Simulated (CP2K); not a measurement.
# InSe (R3m) in CP2K: settings compared

One crystal, InSe, is run at these levels: r2SCAN, TB-mBJ, SCAN, TASK; tasks: band structure.

Everything below comes from runs of CP2K 2026.2. Logs are shortened: lines on timing, memory, paths and dates and some standing lists are left out, and cuts for length are marked.

**Measured values to compare with.**

From “The Interaction of Hydrogen with the van der Waals Crystal γ-InSe”, 2020, pmc:7321205, for a bulk crystal of InSe at 300 K: band gap 1.25 eV.

The results are compared with them further down.

## (1) The structure

It takes space group R3m (No. 160, trigonal). Conventional cell: a = 4.000 Å, b = 4.000 Å, c = 25.320 Å, α = 90.00°, β = 90.00°, γ = 120.00°. Around In (site symmetry 3m) lie 3 Se at 2.63 Å and 1 In at 2.82 Å. Around In (site symmetry 3m) lie 3 Se at 2.64 Å and 1 In at 2.82 Å. Around Se (site symmetry 3m) lie 3 In at 2.63 Å. Around Se (site symmetry 3m) lie 3 In at 2.64 Å.

## (2) Band structure, r2SCAN

Contents of inse_bands.inp:

```
&GLOBAL
  PROJECT inse_bands
  RUN_TYPE ENERGY_FORCE
  PRINT_LEVEL LOW
&END GLOBAL
&FORCE_EVAL
  METHOD QS
  STRESS_TENSOR ANALYTICAL
  &DFT
    BASIS_SET_FILE_NAME BASIS_MOLOPT_UZH
    POTENTIAL_FILE_NAME POTENTIAL_UZH
    &MGRID
      CUTOFF 675
      REL_CUTOFF 60
      NGRIDS 5
    &END MGRID
    &QS
      METHOD GPW
      EPS_DEFAULT 1.0E-10
    &END QS
    &KPOINTS
      SCHEME MONKHORST-PACK 8 8 8
      GAMMA_CENTERED T
      SYMMETRY T
      SYMMETRY_BACKEND SPGLIB
    &END KPOINTS
    &SCF
      SCF_GUESS ATOMIC
      EPS_SCF 1.0E-6
      MAX_SCF 100
      ADDED_MOS 14
      CHOLESKY OFF
      EPS_EIGVAL 1.0E-7
      &DIAGONALIZATION ON
        ALGORITHM STANDARD
      &END DIAGONALIZATION
      &MIXING ON
        METHOD BROYDEN_MIXING
        ALPHA 0.4
        BETA 1.5
        NBUFFER 8
      &END MIXING
      &SMEAR ON
        METHOD FERMI_DIRAC
        ELECTRONIC_TEMPERATURE 1160.45
      &END SMEAR
    &END SCF
    &XC
      &XC_FUNCTIONAL
        &MGGA_X_R2SCAN
        &END MGGA_X_R2SCAN
        &MGGA_C_R2SCAN
        &END MGGA_C_R2SCAN
      &END XC_FUNCTIONAL
    &END XC
    &PRINT
      &KPOINTS ON
      &END KPOINTS
      &MULLIKEN ON
      &END MULLIKEN
      &MO ON
        ENERGIES T
        OCCUPATION_NUMBERS T
        &EACH
          QS_SCF 0
        &END EACH
        ADD_LAST NUMERIC
      &END MO
      &BAND_STRUCTURE
        FILE_NAME bands.bs
        ADDED_MOS 4
        &KPOINT_SET
          UNITS B_VECTOR
          NPOINTS 8
          SPECIAL_POINT GAMMA 0.00000000 0.00000000 0.00000000
          SPECIAL_POINT L 0.50000000 0.00000000 0.00000000
          SPECIAL_POINT B1 0.50000000 0.17914517 -0.17914517
        &END KPOINT_SET
        &KPOINT_SET
          UNITS B_VECTOR
          NPOINTS 8
          SPECIAL_POINT B 0.82085483 0.50000000 0.17914517
          SPECIAL_POINT Z 0.50000000 0.50000000 0.50000000
          SPECIAL_POINT GAMMA 0.00000000 0.00000000 0.00000000
          SPECIAL_POINT X 0.33957259 0.00000000 -0.33957259
        &END KPOINT_SET
        &KPOINT_SET
          UNITS B_VECTOR
          NPOINTS 8
          SPECIAL_POINT Q 0.66042741 0.33957259 0.00000000
          SPECIAL_POINT F 0.50000000 0.50000000 0.00000000
          SPECIAL_POINT P1 0.66042741 0.66042741 0.17914517
          SPECIAL_POINT Z 0.50000000 0.50000000 0.50000000
        &END KPOINT_SET
        &KPOINT_SET
          UNITS B_VECTOR
          NPOINTS 8
          SPECIAL_POINT L 0.50000000 0.00000000 0.00000000
          SPECIAL_POINT P 0.82085483 0.33957259 0.33957259
        &END KPOINT_SET
      &END BAND_STRUCTURE
    &END PRINT
  &END DFT
  &SUBSYS
    &CELL
      A 8.7502533297 0.0000000000 0.0000000000
      B 7.8359940850 3.8941147946 0.0000000000
      C 7.8359940850 1.8397326251 3.4321296453
      PERIODIC XYZ
    &END CELL
    &COORD
      In  21.7016037966 5.0950968171 3.0497904028
      In  0.0000000000 0.0000000000 0.0000000000
      Se  4.1981833138 0.9856483714 0.5899830860
      Se  9.3659296151 2.1989304855 1.3162217190
    &END COORD
    &KIND In
      BASIS_SET TZVP-MOLOPT-SCAN-GTH-q13
      POTENTIAL GTH-SCAN-q13
    &END KIND
    &KIND Se
      BASIS_SET TZVP-MOLOPT-SCAN-GTH-q6
      POTENTIAL GTH-SCAN-q6
    &END KIND
    &PRINT
      &ATOMIC_COORDINATES ON
      &END ATOMIC_COORDINATES
      &CELL ON
      &END CELL
      &SYMMETRY ON
      &END SYMMETRY
    &END PRINT
  &END SUBSYS
  &PRINT
    &FORCES ON
    &END FORCES
    &STRESS_TENSOR ON
    &END STRESS_TENSOR
  &END PRINT
&END FORCE_EVAL
```

Potentials or basis: POTENTIAL_UZH In GTH-SCAN-q13, Se GTH-SCAN-q6; TZVP-MOLOPT-SCAN-GTH basis.

Command:

```bash
$ OMP_NUM_THREADS=1 mpirun -n 3 cp2k.psmp -i inse_bands.inp -o inse_bands.out
```

inse_bands.out:

```text

 CP2K| version string:                                       CP2K version 2026.2
 CP2K| Input file name                                            inse_bands.inp

 GLOBAL| Force Environment number                                              1
 GLOBAL| Basis set file name                                    BASIS_MOLOPT_UZH
 GLOBAL| Potential file name                                       POTENTIAL_UZH
 GLOBAL| MM Potential file name                                     MM_POTENTIAL
 GLOBAL| Coordinate file name                                      __STD_INPUT__
 GLOBAL| Method name                                                        CP2K
 GLOBAL| Project name                                                 inse_bands
 GLOBAL| Run type                                                   ENERGY_FORCE
 GLOBAL| FFT library                                                       FFTW3
 GLOBAL| Diagonalization library                                       ScaLAPACK
 GLOBAL| Cholesky decomposition library                                ScaLAPACK
 GLOBAL| DGEMM library                                                      BLAS
 GLOBAL| Direct generalized diagonalization requested                          F
 GLOBAL| Matrix multiplication library                                 ScaLAPACK
 GLOBAL| Global print level                                                  LOW
 GLOBAL| Total number of message passing processes                             3
 GLOBAL| Number of threads for this process                                    1
 GLOBAL| CPU model name                                                  UNKNOWN

 CELL| Volume [angstrom^3]:                                           116.948071
 CELL| Vector a [angstrom]:       8.750     0.000     0.000   |a| =     8.750253
 CELL| Vector b [angstrom]:       7.836     3.894     0.000   |b| =     8.750253
 CELL| Vector c [angstrom]:       7.836     1.840     3.432   |c| =     8.750253
 CELL| Angle (b,c), alpha [degree]:                                    26.425182
 CELL| Angle (a,c), beta  [degree]:                                    26.425182
 CELL| Angle (a,b), gamma [degree]:                                    26.425182
 CELL| Numerically orthorhombic:                                              NO
 CELL| Periodicity                                                           XYZ

 CELL_REF| Volume [angstrom^3]:                                       116.948071
 CELL_REF| Vector a [angstrom     8.750     0.000     0.000   |a| =     8.750253
 CELL_REF| Vector b [angstrom     7.836     3.894     0.000   |b| =     8.750253
 CELL_REF| Vector c [angstrom     7.836     1.840     3.432   |c| =     8.750253
 CELL_REF| Angle (b,c), alpha [degree]:                                26.425182
 CELL_REF| Angle (a,c), beta  [degree]:                                26.425182
 CELL_REF| Angle (a,b), gamma [degree]:                                26.425182
 CELL_REF| Numerically orthorhombic:                                          NO
 CELL_REF| Periodicity                                                       XYZ
[... 10 lines left out ...]

  Total number of            - Atomic kinds:                                   2
                             - Atoms:                                          4
                             - Shell sets:                                     4
                             - Shells:                                        34
                             - Primitive Cartesian functions:                 20
                             - Cartesian basis functions:                    116
                             - Spherical basis functions:                    102

  Maximum angular momentum of- Orbital basis functions:                        3
                             - Local part of the GTH pseudopotential:          0
                             - Non-local part of the GTH pseudopotential:      4

 MODULE QUICKSTEP: ATOMIC COORDINATES IN ANGSTROM

   Atom Kind Element         X             Y             Z       Z(eff)     Mass
      1    1 In   49     21.701604      5.095097      3.049790  13.0000 114.8180
      2    1 In   49      0.000000      0.000000      0.000000  13.0000 114.8180
      3    2 Se   34      4.198183      0.985648      0.589983   6.0000  78.9600
      4    2 Se   34      9.365930      2.198930      1.316222   6.0000  78.9600

 Crystal Symmetry Information
       International Symbol:                                                 R3m
       Point Group Symbol:                                                    3m
       Schoenflies Symbol:                                                 C3v^5
       Number of Symmetry Operations:                                          6
[... 88 lines left out ...]
 Number of independent orbital functions:                                    102

 SCF WAVEFUNCTION OPTIMIZATION

  Step     Update method      Time    Convergence         Total energy    Change
  ------------------------------------------------------------------------------
     1 NoMix/Diag. 0.40E+00    6.8     1.02883671      -130.9439465760 -1.31E+02
     2 Broy./Diag. 0.40E+00    9.1     0.04863502      -130.9919712227 -4.80E-02
     3 Broy./Diag. 0.40E+00    9.2     0.17344056      -130.8370132926  1.55E-01
     4 Broy./Diag. 0.40E+00    9.2     0.05998924      -130.8865827103 -4.96E-02
     5 Broy./Diag. 0.40E+00    9.2     0.01223863      -130.8459129054  4.07E-02
     6 Broy./Diag. 0.40E+00    9.2     0.00202056      -130.8445292046  1.38E-03
     7 Broy./Diag. 0.40E+00    9.2     0.00390460      -130.8435904303  9.39E-04
     8 Broy./Diag. 0.40E+00    9.2     0.00223841      -130.8484811167 -4.89E-03
     9 Broy./Diag. 0.40E+00    9.2     0.00090880      -130.8476482783  8.33E-04
    10 Broy./Diag. 0.40E+00    9.3     0.00025314      -130.8475943323  5.39E-05
    11 Broy./Diag. 0.40E+00    9.3     0.00003439      -130.8471963104  3.98E-04
    12 Broy./Diag. 0.40E+00    9.3     0.00012410      -130.8471039352  9.24E-05
    13 Broy./Diag. 0.40E+00    9.2     0.00001548      -130.8470635262  4.04E-05
    14 Broy./Diag. 0.40E+00    9.2     0.00001512      -130.8470041756  5.94E-05
    15 Broy./Diag. 0.40E+00    9.3     0.00000375      -130.8469780154  2.62E-05
    16 Broy./Diag. 0.40E+00    9.3     0.00000399      -130.8469814484 -3.43E-06
    17 Broy./Diag. 0.40E+00    9.3     0.00000078      -130.8469830390 -1.59E-06

  *** SCF run converged in    17 steps ***

  Electronic density on regular grids:        -37.9999999953        0.0000000047
  Core density on regular grids:               37.9999999953       -0.0000000047
  Total charge density on r-space grids:       -0.0000000000
  Total charge density g-space grids:          -0.0000000000

  Overlap energy of the core charge distribution:               0.00000000071391
  Self energy of the core charge distribution:               -220.16696795126668
  Core Hamiltonian energy:                                     64.34332501496684
  Hartree energy:                                              42.94900671040006
  Exchange-correlation energy:                                -17.97233945228838
  Electronic entropic energy:                                  -0.00000736148734
  Fermi energy:                                                 0.16099043319934

  Total energy:                                              -130.84698303899046
  Total energy (extrapolated to T->0):                       -130.84697935824678

 MO| EIGENVALUES AND OCCUPATION NUMBERS FOR K POINT 1
 MO|
 MO|  Index      Eigenvalue [a.u.]        Eigenvalue [eV]             Occupation
 MO|      1              -0.414334             -11.274600               2.000000
 MO|      2              -0.407581             -11.090853               2.000000
 MO|      3              -0.407581             -11.090852               2.000000
 MO|      4              -0.404404             -11.004388               2.000000
 MO|      5              -0.404404             -11.004388               2.000000
 MO|      6              -0.403246             -10.972874               2.000000
[... 532 lines left out ...]
 MO|     32               0.579821              15.777722               0.000000
 MO|     33               0.626246              17.041030               0.000000
 MO| Sum:                                                              37.999999
 MO| E(Fermi):            0.160990 a.u.          4.380772 eV

 [... the levels of further k-points ...]

 !-----------------------------------------------------------------------------!
                     Mulliken Population Analysis

 #  Atom  Element  Kind  Atomic population                           Net charge
       1     In       1         12.711449                              0.288551
       2     In       1         12.727721                              0.272279
       3     Se       2          6.285120                             -0.285120
       4     Se       2          6.275710                             -0.275710
 # Total charge                             38.000000                  0.000000

 !-----------------------------------------------------------------------------!

 KPOINTS| Band Structure Calculation
 KPOINTS| Number of k-point sets                                               4
 KPOINTS| Number of added MOs/bands                                            4
 KPOINTS| Number of k-points in set    1                                      17
 KPOINTS| In units of b-vector [2pi/Bohr]
 KPOINTS| Special point     1       GAMMA     0.000000     0.000000     0.000000
 KPOINTS| Special point     2           L     0.500000     0.000000     0.000000
 KPOINTS| Special point     3          B1     0.500000     0.179145    -0.179145
 KPOINTS| Number of k-points in set    2                                      25
 KPOINTS| In units of b-vector [2pi/Bohr]
 KPOINTS| Special point     1           B     0.820855     0.500000     0.179145
 KPOINTS| Special point     2           Z     0.500000     0.500000     0.500000
 KPOINTS| Special point     3       GAMMA     0.000000     0.000000     0.000000
 KPOINTS| Special point     4           X     0.339573     0.000000    -0.339573
 KPOINTS| Number of k-points in set    3                                      25
 KPOINTS| In units of b-vector [2pi/Bohr]
 KPOINTS| Special point     1           Q     0.660427     0.339573     0.000000
 KPOINTS| Special point     2           F     0.500000     0.500000     0.000000
 KPOINTS| Special point     3          P1     0.660427     0.660427     0.179145
 KPOINTS| Special point     4           Z     0.500000     0.500000     0.500000
 KPOINTS| Number of k-points in set    4                                       9
 KPOINTS| In units of b-vector [2pi/Bohr]
 KPOINTS| Special point     1           L     0.500000     0.000000     0.000000
 KPOINTS| Special point     2           P     0.820855     0.339573     0.339573

 ENERGY| Total FORCE_EVAL ( QS ) energy [hartree]           -130.846983399175002

 FORCES| Atomic forces [hartree/bohr]
 FORCES|   Atom     x               y               z               |f|
 FORCES|      1  5.28765273E-03  1.24143522E-03  7.43108429E-04   5.48202909E-03
 FORCES|      2 -5.63362183E-03 -1.32266355E-03 -7.91703310E-04   5.84071296E-03
 FORCES|      3 -1.57044284E-03 -3.68726776E-04 -2.20739213E-04   1.62818179E-03
 FORCES|      4  1.30841117E-03  3.07208836E-04  1.83889949E-04   1.35651486E-03
 FORCES| Sum    -6.08000773E-04 -1.42746264E-04 -8.54441439E-05
 FORCES| Total atomic force                                       6.30350805E-04

 STRESS| Analytical stress tensor [bar]
 STRESS|                        x                   y                   z
 STRESS|      x        2.81668341382E+03  -2.80306644432E+03  -1.67784231323E+03
 STRESS|      y       -2.80306644432E+03   1.40979034106E+04  -3.93928007893E+02
 STRESS|      z       -1.67784231323E+03  -3.93928007893E+02   1.45203647787E+04
 STRESS| 1/3 Trace                                             1.04783172010E+04
 STRESS| Determinant                                           4.18674585469E+11

 STRESS| Eigenvectors and eigenvalues of the analytical stress tensor [bar]
 STRESS|                        1                   2                   3
 STRESS| Eigenvalues   1.92280371887E+03   1.47559959915E+04   1.47561518927E+04
 STRESS|      x           0.964544678336     -0.236730482852     -0.116671513154
 STRESS|      y           0.226452233930      0.969396332407     -0.094816330160
 STRESS|      z           0.135546852569      0.065034061886      0.988634220303
```

Wall time 3 min (3 MPI ranks of Arm Neoverse V2, shared host).

What came out:

* Free energy: -3560.5275 eV
* Pressure: 1.0 GPa
* Largest force: 0.300 eV/Å
* Band gap on the k mesh: 0.77 eV, direct
* Band gap along the path: 0.77 eV, direct
* Mulliken charges: In +0.29, +0.27; Se -0.29, -0.28 e

Forces in eV/Å, atoms in the order of the input:
```
In   0.272  0.064  0.038
In  -0.290 -0.068 -0.041
Se  -0.081 -0.019 -0.011
Se   0.067  0.016  0.009
```

Levels at the corners of the path, in eV from the valence-band top:
```
point  band 16  band 17  band 18  band 19  band 20  band 21  band 22  band 23
    Γ    -1.37    -1.37    -1.28    -1.28     1.99     2.50     4.71     4.71
    L    -2.44    -2.43    -2.35    -1.72     1.51     2.26     4.03     4.36
   B1    -3.78    -2.59    -2.31    -1.83     2.01     2.74     3.75     4.83
    B    -3.78    -2.59    -2.31    -1.83     2.01     2.74     3.75     4.83
    Z    -1.44    -1.20    -1.20     0.00     0.77     2.59     4.63     4.63
    Γ    -1.37    -1.37    -1.28    -1.28     1.99     2.50     4.71     4.71
    X    -3.80    -2.63    -2.28    -1.80     2.05     2.66     3.77     4.81
    Q    -3.80    -2.63    -2.28    -1.80     2.05     2.66     3.77     4.81
    F    -2.71    -2.61    -2.15    -1.55     1.48     2.27     3.70     4.01
   P1    -2.63    -2.58    -2.18    -1.68     1.70     2.10     3.76     4.17
    Z    -1.44    -1.20    -1.20     0.00     0.77     2.59     4.63     4.63
    L    -2.44    -2.43    -2.35    -1.72     1.51     2.26     4.03     4.36
    P    -2.63    -2.58    -2.18    -1.68     1.70     2.10     3.76     4.17
```

Caveat: Mulliken charges move with the basis; spin-orbit coupling is left out, which moves the levels of the heavy elements; the basis of atomic orbitals isn't converged, which shifts pressures, moduli and gaps.

(Part 1 of 2 ends here.)
